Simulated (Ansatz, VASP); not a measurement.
NaH in VASP and in Ansatz

The input INCAR:

```
ALGO = Normal
EDIFF = 1E-6
ENCUT = 520
ISIF = 2
ISMEAR = 0
LASPH = T
LCHARG = F
LREAL = F
LWAVE = F
NBANDS = 11
NELM = 60
PREC = Accurate
SIGMA = 0.05
```

KPOINTS

```
k-points
0
Gamma
  8 8 8
```

POSCAR

```
NaH
1.0
    0.0000000000      2.4400000000      2.4400000000
    2.4400000000      0.0000000000      2.4400000000
    2.4400000000      2.4400000000      0.0000000000
Na H
1 1
Direct
    0.0537909836     -0.0537909836      0.0537909836
    0.5000000000      0.5000000000      0.5000000000
```

Input for Ansatz:

```yaml
crystal:
  lattice:
    - [0.0, 2.44, 2.44]
    - [2.44, 0.0, 2.44]
    - [2.44, 2.44, 0.0]
  atoms:
    - { symbol: Na, position: [0.0537909836, -0.0537909836, 0.0537909836] }
    - { symbol: H, position: [0.5, 0.5, 0.5] }
basis:
  ecutwfc: 420
kpoints:
  mp_grid: { grid: [8, 8, 8] }
hamiltonian:
  xc: lda
scf:
  occupations: { method: gaussian, width: 0.05 }
output:
  forces: true
  stress: true
  eigenvalues: true
```

Change from the starting cell: all Na atoms moved +0.263 Å, as atom 1 along Cartesian [0 1 0].

Alike in both runs: task single point; functional LDA; k mesh 8 × 8 × 8; occupations gaussian, width 0.05 eV; no spin polarisation.

|  | VASP | Ansatz |
| --- | --- | --- |
| version | VASP 6.6.1 | Ansatz 0.2.0 |
| potentials or method | VASP PAW LDA potentials, release 64 (Na_pv, H) | scalar-relativistic, plane waves, PAW |
| plane-wave cutoff (eV) | 520 | 420 |
| valence electrons in the cell | 8 | 10 |

|  | VASP | Ansatz | Ansatz less VASP |
| --- | --- | --- | --- |
| gap on the k mesh at the Fermi level (eV) | 3.35 | 3.35 | +0.001 |
| least direct gap on the mesh (eV) | 4.26 | 4.26 | +0.003 |
| pressure (GPa) | -2.1 | -2.1 | +0.05 |
| largest component of the traceless stress (GPa) | 1.34 | 1.33 | -0.009 |
| rms of the force components (eV/Å) | 0.138 | 0.137 | -0.0012 |

Atom by atom the forces differ by 0.001 eV/Å (rms over components). The two sets of potentials don't hold the same shells in valence.

A k mesh can miss the band edges.
